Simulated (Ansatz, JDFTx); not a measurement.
This is a calculation of GaN for JDFTx 1.7.0 (patched build). 

File GaN.in:

```
include GaN.lattice
coords-type Lattice
include GaN.ionpos

ion-species pseudo/Ga.upf
ion-species pseudo/N.upf
elec-cutoff 42 336
elec-ex-corr lda-PW
kpoint-folding 10 10 5
elec-smearing Gauss 0.0018374661
elec-n-bands 25
electronic-SCF nIterations 100 energyDiffThreshold 1e-09
electronic-minimize nIterations 30 energyDiffThreshold 1e-7
converge-empty-states yes
forces-output-coords Cartesian

dump-name run.$VAR
dump End Ecomponents EigStats BandEigs Kpoints Forces Stress ElecDensity Dtot KEdensity
```

Contents of GaN.lattice:

```
lattice \
    6.0093290763    -3.0046645382     0.0000000000 \
    0.0000000000     5.2042316397     0.0000000000 \
    0.0000000000     0.0000000000     9.7623251598
```

The input GaN.ionpos:

```
ion Ga     0.6666666667     0.3333333333     0.5000000000 1
ion Ga     0.3333333333     0.6666666667     0.0000000000 1
ion N      0.6666666667     0.3333333333     0.8750000000 1
ion N      0.3333333333     0.6666666667     0.3750000000 1
```

Potentials or basis: PseudoDojo-SR-LDA-0.4.1-standard with smoothed tails.

Command:

```bash
$ jdftx -c 1 -i GaN.in -o GaN.out
```

Q: Set up the same calculation for Ansatz 0.2.0. Potentials or basis there: Ansatz PAW, cutoff 420 eV.

A: As run (cutoffs and basis follow the program's own potentials, and thresholds, step limits or extra output files can differ):

input.yaml

```yaml
crystal:
  lattice:
    - [3.18, 0.0, 0.0]
    - [-1.59, 2.753960784, 0.0]
    - [0.0, 0.0, 5.166]
  atoms:
    - { symbol: Ga, position: [0.6666666667, 0.3333333333, 0.5] }
    - { symbol: Ga, position: [0.3333333333, 0.6666666667, 0.0] }
    - { symbol: "N", position: [0.6666666667, 0.3333333333, 0.875] }
    - { symbol: "N", position: [0.3333333333, 0.6666666667, 0.375] }
hamiltonian:
  xc: lda
  pseudopotentials: { kind: paw }
kpoints:
  mp_grid: { grid: [10, 10, 5] }
scf:
  occupations: { method: gaussian, width: 0.1 }
output:
  forces: true
  stress: true
  eigenvalues: true
```

Potentials or basis: Ansatz PAW.

The run is started by

```sh
$ ansatz run input.yaml --threads 2 --pin off --max-ram 5632MiB --backend cpu --events-out ev --progress --plain --runs-dir out
```

Both were run:

|  | JDFTx | Ansatz |
| --- | --- | --- |
| Pressure | -4.7 GPa | -4.5 GPa |
| Largest force | 0.126 eV/Å | 0.126 eV/Å |

Ansatz's pressure holds a Pulay term of +0.65 GPa for its cutoff of 420 eV, which the other run lacks.

Ansatz's potentials were made for PBE.

Where Ansatz's input types no cutoff or centring, it takes its own default and a Γ-centred mesh.

The two programs' LDA may be different fits to the electron gas.

Pressure is positive in compression.
